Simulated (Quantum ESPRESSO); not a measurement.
Crystal: La2O3.

```
CELL_PARAMETERS angstrom
6.26678 0.00000 0.00000
-3.13339 5.42719 0.00000
0.00000 0.00000 3.29977
ATOMIC_POSITIONS crystal
La 0.66667 0.33333 0.50000
La 0.33333 0.66667 0.50000
O 0.50801 0.00000 0.00000
O 0.00000 0.50801 0.00000
O 0.49199 0.49199 0.00000
```

The cell comes from a database or a generator and needn't be the stable form of this composition.

Base run:

* Program: Quantum ESPRESSO 7.5
* Functional: PBE
* Potentials or basis: SSSP 1.3 efficiency PBE
* Cutoff: 748 eV
* Density cutoff: 5987 eV
* k mesh: 5 × 5 × 8
* Occupations: fermi-dirac, width 0.05 eV
* Spin: no spin polarisation

Its results: band gap on the k mesh 1.53 eV, indirect (least direct gap 2.04 eV); pressure 2.4 GPa; largest force 0.044 eV/Å.

Question: The run is repeated on the same cell with these changes: functional from PBE to LDA; potentials or basis from SSSP 1.3 efficiency PBE to GBRV 1.5 LDA; cutoff from 748 eV to 612 eV; density cutoff from 5987 eV to 4898 eV. What comes out?

Answer: Band gap on the k mesh 1.39 eV, indirect (least direct gap 1.90 eV); pressure -3.0 GPa; largest force 0.072 eV/Å.

Caveats: spin-orbit coupling is left out, which moves the levels of the heavy elements; an odd mesh through Γ misses points on the zone boundary, where band edges often lie (some runs); some levels on the path didn't converge (some runs).
